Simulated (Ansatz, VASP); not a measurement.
**SnSe2: VASP beside Ansatz**

File INCAR:

```
ALGO     = Normal         # electronic algorithm
EDIFF    = 1E-7           # SCF threshold, eV
ENCUT    = 520            # plane-wave cutoff, eV
GGA      = PS             # functional
ISIF     = 2              # what is computed and relaxed
ISMEAR   = -1             # smearing method
LASPH    = True           # aspherical terms in the spheres
LCHARG   = True           # write CHGCAR
LELF     = True           # ELF
LREAL    = False          # projectors in reciprocal space
LVHAR    = True         
LWAVE    = False          # write WAVECAR
NBANDS   = 20             # bands
NELM     = 100            # most SCF steps
PREC     = Accurate       # precision mode
SIGMA    = 0.05           # smearing width, eV
```

File KPOINTS:

```
k-points
0
Gamma
  8 8 5
```

The input POSCAR:

```
SnSe2
1.0
    3.8110000000      0.0000000000      0.0000000000
   -1.9055000000      3.3004228138      0.0000000000
    0.0000000000      0.0000000000      6.1360000000
Sn Se
1 2
Direct
   -0.0030730000     -0.0040420000     -0.0018790000
    0.6689860000      0.3423530000      0.7494690000
    0.3331800000      0.6684560000      0.2531690000
```

The input input.yaml:

```yaml
crystal:
  lattice:
    - [3.811, 0.0, 0.0]
    - [-1.9055, 3.3004228138, 0.0]
    - [0.0, 0.0, 6.136]
  atoms:
    - { symbol: Sn, position: [-0.003073, -0.004042, -0.001879] }
    - { symbol: Se, position: [0.668986, 0.342353, 0.749469] }
    - { symbol: Se, position: [0.33318, 0.668456, 0.253169] }
hamiltonian:
  xc: pbesol
  pseudopotentials: { kind: paw }
kpoints:
  mp_grid: { grid: [8, 8, 5] }
scf:
  occupations: { method: fermi_dirac, width: 0.05 }
output:
  forces: true
  stress: true
  eigenvalues: true
```

Change from the starting cell: atoms moved at random, drawn with an rms of 0.05 Å.

Alike in both runs: task single point; functional PBEsol; k mesh 8 × 8 × 5; occupations fermi-dirac, width 0.05 eV; no spin polarisation.

```csv
,VASP,Ansatz
version,VASP 6.6.1,Ansatz 0.2.0
potentials or method,"VASP PAW PBE potentials, release 64 (Sn_d, Se)",Ansatz PAW
plane-wave cutoff (eV),520,420
valence electrons in the cell,26,46
```

Ansatz gave:

* gap on the k mesh at the Fermi level (eV): 0.68
* least direct gap on the mesh (eV): 1.00
* pressure (GPa): 1.9
* largest component of the traceless stress (GPa): 0.86
* rms of the force components (eV/Å): 0.256

Task: Estimate VASP's values.

Result: gap on the k mesh at the Fermi level (eV): 0.67; least direct gap on the mesh (eV): 0.99; pressure (GPa): 2.0; largest component of the traceless stress (GPa): 0.87; rms of the force components (eV/Å): 0.264.

Atom by atom the forces differ by 0.010 eV/Å (rms over components). The two sets of potentials don't hold the same shells in valence.

Caveats: spin-orbit coupling is left out, which moves the levels of the heavy elements; the PAW data sets were made with another functional, which shifts forces and pressure a little (VASP); an odd mesh through Γ misses points on the zone boundary, where band edges often lie (VASP); odd divisions of the mesh miss points on the zone boundary, where band edges often lie, so the gap on the mesh can be too wide (Ansatz); the PAW data sets come from PBE, with cores solved anew for the run's functional, which leaves a small shift of forces and pressure (Ansatz).
